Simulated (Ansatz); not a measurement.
A run of Ansatz 0.2.0 is set up as follows.

input.yaml

```yaml
crystal:
  lattice:
    - [-1.5838089719, 1.5838089719, 1.5838089719]
    - [1.5838089719, -1.5838089719, 1.5838089719]
    - [1.5838089719, 1.5838089719, -1.5838089719]
  atoms:
    - { symbol: Mo, position: [0.0, 0.0, 0.0] }
kpoints:
  mp_grid: { grid: [12, 12, 12] }
scf:
  occupations: { method: gaussian, width: 0.024 }
hamiltonian:
  xc: pbe
  pseudopotentials: { kind: all_electron, lapw: { basis_error: 0.001 } }
output:
  forces: true
  stress: true
  eigenvalues: true
```

Potentials or basis: all-electron LAPW, scalar-relativistic.

The run is started by

```console
$ ansatz run input.yaml --threads 1 --pin off --max-ram 3072MiB --backend cpu --events-out ev --progress --plain --runs-dir out
```

Question: Predict the pressure.

Answer: -1.9 GPa.

Question: Estimate the band gap on the k mesh.

Answer: None (metal or under the smearing width).
